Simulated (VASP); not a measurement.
Os, 2 atoms in the cell. It takes space group P6_3/mmc (No. 194, hexagonal). Conventional cell: a = 2.720 Å, b = 2.720 Å, c = 4.298 Å, α = 90.00°, β = 90.00°, γ = 120.00°. Around Os (site symmetry -6m2) lie 12 Os at 2.66 to 2.72 Å.  The cell isn't the ideal one: a relaxed cell with its volume scaled by 0.98.

```yaml
Program: VASP 6.6.1
Task: relaxation of shape and atoms at fixed volume
Functional: r2SCAN
Potentials_or_basis: VASP PAW PBE potentials, release 64 (Os)
Cutoff: 600 eV
k_mesh: 15 × 15 × 9
Occupations: methfessel-paxton, width 0.1 eV
Spin: no spin polarisation
Further_INCAR_settings: ALGO = Normal; EDIFF = 1e-07; IBRION = 2; EDIFFG = -0.01; NSW = 40; ISIF = 4
```

Potentials or basis: VASP PAW PBE potentials, release 64 (Os).

The run is started by

```sh
$ cat potpaw_PBE.64/Os/POTCAR > POTCAR
$ mpirun -np 1 vasp_std > vasp.out
```

Hardware: 1 thread of Intel(R) Xeon(R) Platinum 8488C (Sapphire Rapids), on a shared host.

Q: Estimate the wall time of this run.

A: Run time: 4.9 min on 1 thread of Intel(R) Xeon(R) Platinum 8488C (Sapphire Rapids) (shared host), peak memory 0.2 GiB. Counts: scf iterations 31, k points 135, ion steps 3.
